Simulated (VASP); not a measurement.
Crystal: CoO.

```
Co O
1.0
     0.00000    2.13150    2.13150
     2.13150    0.00000    2.13150
     2.13150    2.13150    0.00000
Co O
1 1
Direct
  0.00000 0.00000 0.00000
  0.50000 0.50000 0.50000
```

- Program: VASP 6.6.1
- Task: relaxation of cell and atoms
- Functional: SCAN
- Dispersion: D4
- Potentials or basis: VASP PAW PBE potentials, release 64 (Co, O)
- Cutoff: 600 eV
- k mesh: 8 × 8 × 8
- Occupations: fermi-dirac, width 0.05 eV
- Spin: collinear spin, ferromagnetic start
- Starting moments: [2.0, 0.0] μB

At the start: pressure -9.1 GPa; volume 9.68 Å³/atom.

Q: Where does the relaxation end?

A: Over 4 steps the energy falls by 11.2 meV/atom and the volume is 9.22 Å³/atom (-4.7 %); space group Fm-3m (No. 225, to 0.05 Å); moment 2.93 μB per cell.

Step by step:
| step | energy change (eV) | largest force (eV/Å) | pressure (GPa) | volume (Å³) |
| --- | --- | --- | --- | --- |
| 1 | 0.0000 | 0.0000 | -9.12 | 19.37 |
| 2 | -0.0059 | 0.0000 | 6.99 | 17.86 |
| 3 | -0.0225 | 0.0000 | -1.50 | 18.58 |
| 4 | -0.0223 | 0.0000 | -0.11 | 18.45 |

Final structure:
```
Co O
1.0
     0.00000    2.09723    2.09723
     2.09723    0.00000    2.09723
     2.09723    2.09723    0.00000
Co O
1 1
Direct
  0.00000 0.00000 0.00000
  0.50000 0.50000 0.50000
```

Caveat: the PAW data sets were made with another functional, which shifts forces and pressure a little; a cell with one magnetic atom can't hold antiferromagnetic order, which such compounds often take; pairwise dispersion overbinds metals, which lowers pressure and volume.
